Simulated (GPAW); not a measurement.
Crystal: Sn.

```xyz
1
Lattice="-1.6664 1.7078 2.1828 1.7939 -1.8589 2.3917 1.6937 1.8854 -2.2976" Properties=species:S:1:pos:R:3 pbc="T T T"
Sn    0.0000    0.0000    0.0000
```

This isn't the form of Sn at room conditions, which is tetragonal (white tin).

The cell isn't the ideal one: cell sheared at random, sigma 0.06, atoms nudged by 0.01 Å.

Base run:

| Property | Result |
| --- | --- |
| Program | GPAW 26.7.0 |
| Functional | revTPSS |
| Dispersion | D3 |
| Potentials or basis | GPAW PAW data sets (gpaw-data 1.2.1) |
| Cutoff | 600 eV |
| Basis | pw |
| k mesh | 10 × 9 × 10 |
| Occupations | fermi-dirac, width 0.05 eV |
| Spin | no spin polarisation |

Its results: band gap on the k mesh none (metal or under the smearing width); pressure -5.5 GPa.

The run is repeated on the same cell with these changes: functional from revTPSS to PBE; dispersion from D3 to none. What comes out?

Band gap on the k mesh none (metal or under the smearing width); pressure -0.9 GPa.

Several settings changed at once, so the effect can't be laid on one alone.

Caveats: the PAW data sets were made with another functional, which shifts forces and pressure a little (some runs); pairwise dispersion overbinds metals, which lowers pressure and volume (some runs).
